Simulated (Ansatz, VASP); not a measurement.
**Te2Mo in VASP and in Ansatz**

```
Te Mo
1.0
     0.00000    3.49461    3.49461
     3.49461    0.00000    3.49461
     3.49461    3.49461    0.00000
Te Mo
2 1
Cartesian
  1.7473 1.7473 1.7473
  5.2419 5.2419 5.2419
  0.0000 0.0000 0.0000
```

Alike in both runs: task relaxation of cell and atoms; functional PBE; k mesh 4 × 4 × 4; occupations gaussian, width 0.1 eV; no spin polarisation.

```csv
,VASP,Ansatz
version,VASP 6.6.1,Ansatz 0.2.0
potentials or method,"VASP PAW PBE potentials, release 64 (Te, Mo_sv)","scalar-relativistic, plane waves, PAW"
plane-wave cutoff (eV),600,420
valence electrons in the cell,26,46
```

|  | VASP | Ansatz | Ansatz less VASP |
| --- | --- | --- | --- |
| gap on the k mesh at the Fermi level, each at its own relaxed structure (eV) | none | none | - |
| relaxed volume (Å³/atom) | 24.82 | 24.87 | +0.049 |
| relaxed cell length with the largest relative difference (Å) | 4.722 | 4.725 | +0.0031 |
| energy change over the relaxation (meV/atom) | -118 | -118 | +0.8 |

A gap of «none» marks a metal or a gap that the smearing closes. The two sets of potentials don't hold the same shells in valence.

Caveats: the k mesh is coarse (spacing up to 0.39 Å⁻¹), so the values aren't converged. Spin-orbit coupling is left out, which matters for the levels of Te.
